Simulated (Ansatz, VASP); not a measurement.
**C: VASP beside Ansatz**

INCAR

```
PREC = Accurate ; ENCUT = 600
EDIFF = 1E-6 ; ISMEAR = 0
SIGMA = 0.02 ; LREAL = False
LASPH = True ; NELM = 100
ALGO = Normal ; ISIF = 3
LWAVE = False ; LCHARG = False
GGA = PE ; IBRION = 2
NSW = 100 ; EDIFFG = -0.01
```

Contents of KPOINTS:

```
Automatic mesh
0
Gamma
  10 10 10
```

POSCAR

```
C
1.0
   -2.1893959733      2.1893959733      1.2551624278
    2.1893959733     -2.1893959733      1.2551624278
    2.1893959733      2.1893959733     -1.2551624278
C
4
Direct
    0.6802408877      0.6802408877      0.3604817755
    0.3197591123      0.3197591123      0.6395182245
    0.3197591123      0.6802408877      0.0000000000
    0.6802408877      0.3197591123      0.0000000000
```

Input for Ansatz:

```yaml
crystal:
  lattice:
    - [-2.1893959733, 2.1893959733, 1.2551624278]
    - [2.1893959733, -2.1893959733, 1.2551624278]
    - [2.1893959733, 2.1893959733, -1.2551624278]
  atoms:
    - { symbol: C, position: [0.6802408877, 0.6802408877, 0.3604817755] }
    - { symbol: C, position: [0.3197591123, 0.3197591123, 0.6395182245] }
    - { symbol: C, position: [0.3197591123, 0.6802408877, 0.0] }
    - { symbol: C, position: [0.6802408877, 0.3197591123, 0.0] }
basis:
  ecutwfc: 420
kpoints:
  mp_grid: { grid: [10, 10, 10] }
hamiltonian:
  xc: pbe
scf:
  occupations: { method: gaussian, width: 0.02 }
output:
  forces: true
  stress: true
  eigenvalues: true
  write_density: true
  write_potential: true
  elf: true
  volumetric_format: npy
relax:
  adjacent_minimum: "off"
  f_tol: 0.01
  max_steps: 80
  cell: { stress_tol: 0.05 }
```

Alike in both runs: task relaxation of cell and atoms; functional PBE; k mesh 10 × 10 × 10; occupations gaussian, width 0.02 eV; no spin polarisation.

|  | VASP | Ansatz |
| --- | --- | --- |
| version | VASP 6.6.1 | Ansatz 0.2.0 |
| potentials or method | VASP PAW PBE potentials, release 64 (C) | scalar-relativistic, plane waves, PAW |
| plane-wave cutoff (eV) | 600 | 420 |
| valence electrons in the cell | 16 | 16 |

Ansatz gave:

```
gap on the k mesh at the Fermi level, each at its own relaxed structure (eV) : 2.73
relaxed volume (Å³/atom)                                                     : 6.02
relaxed cell length with the largest relative difference (Å)                 : 3.341
```

Which values does VASP return?

gap on the k mesh at the Fermi level, each at its own relaxed structure (eV): 2.71; relaxed volume (Å³/atom): 6.02; relaxed cell length with the largest relative difference (Å): 3.341.

Caveats: the relaxation stopped at its first step, so nothing moved.
